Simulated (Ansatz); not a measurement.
Here is an Ansatz 0.2.0 calculation.

File input.yaml:

```yaml
crystal:
  lattice:
    - [-1.443, 1.443, 1.443]
    - [1.443, -1.443, 1.443]
    - [1.443, 1.443, -1.443]
  atoms:
    - { symbol: Fe, position: [0.0, 0.0, 0.0], spin: 3.0 }
hamiltonian:
  xc: pbe
  pseudopotentials: { kind: paw }
magnetization:
  spin_polarized: true
kpoints:
  mp_grid: { grid: [13, 13, 13] }
scf:
  occupations: { method: gaussian, width: 0.014 }
output:
  forces: true
  stress: true
  eigenvalues: true
```

Potentials or basis: Ansatz PAW.

The run is started by

```console
$ ansatz run input.yaml --threads 2 --pin off --max-ram 5632MiB --backend cpu --events-out ev --progress --plain --runs-dir out
```

Problem. Predict the band gap on the k mesh.

Solution. None (metal or under the smearing width).

Problem. Estimate the absolute moment.

Solution. 2.38 μB per cell.

Problem. What does it give for the pressure?

Solution. -9.6 GPa.

Problem. Estimate the site moments.

Solution. Fe +2.31 μB.
